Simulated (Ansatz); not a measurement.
Runs of Ansatz 0.2.0 on Sb. The typed cell holds 1 atom: a = 3.520 Å, b = 3.489 Å, c = 3.551 Å, α = 126.62°, β = 127.33°, γ = 78.30°. This isn't the form of Sb at room conditions, which is rhombohedral.

```csv
task,level,cell,cutoff (eV),points for each segment of the path,gap on the mesh (eV),pressure (GPa)
relaxation of cell and atoms,HF,"relaxed from: cell sheared at random, sigma 0.01, atoms nudged by 0.01 Å",420,-,none,0.0
single point,r2SCAN50,"cell sheared at random, sigma 0.01, atoms nudged by 0.01 Å",500,-,none,-2.1
single point,HF,"cell sheared at random, sigma 0.01, atoms nudged by 0.01 Å",420,-,none,5.4
band structure,HSEsol,"cell sheared at random, sigma 0.01, atoms nudged by 0.01 Å",420,4,none,-1.9
band structure,HSE03,"cell sheared at random, sigma 0.01, atoms nudged by 0.01 Å",420,4,none,(a)
single point,r2SCANh,"cell sheared at random, sigma 0.01, atoms nudged by 0.01 Å",500,-,none,0.7
single point,PBE0,"cell sheared at random, sigma 0.01, atoms nudged by 0.01 Å",420,-,none,-0.2
single point,r2SCAN0,"cell sheared at random, sigma 0.01, atoms nudged by 0.01 Å",500,-,none,(b)
```

Alike in all rows: potentials or basis Ansatz PAW; no spin polarisation; k mesh 5 × 5 × 6; smearing fermi-dirac 0.05 eV; the mesh is coarse, so values aren't converged.

Estimate the missing entries.

(a) 0.2; (b) -0.4.

Caveats: all runs use coarse meshes; the PAW data sets come from PBE, with cores solved anew for the run's functional, which leaves a small shift of forces and pressure; the thresholds are loose for stress (some runs); spin-orbit coupling is left out, which moves the levels of the heavy elements (some runs); the plane-wave basis is chosen anew once the cell has moved, so the energies of steps on either side of that aren't comparable (some runs).

A k mesh can miss the band edges, and the runs leave out spin-orbit coupling on Sb.

A gap of «none» marks a metal or a gap under the smearing width.
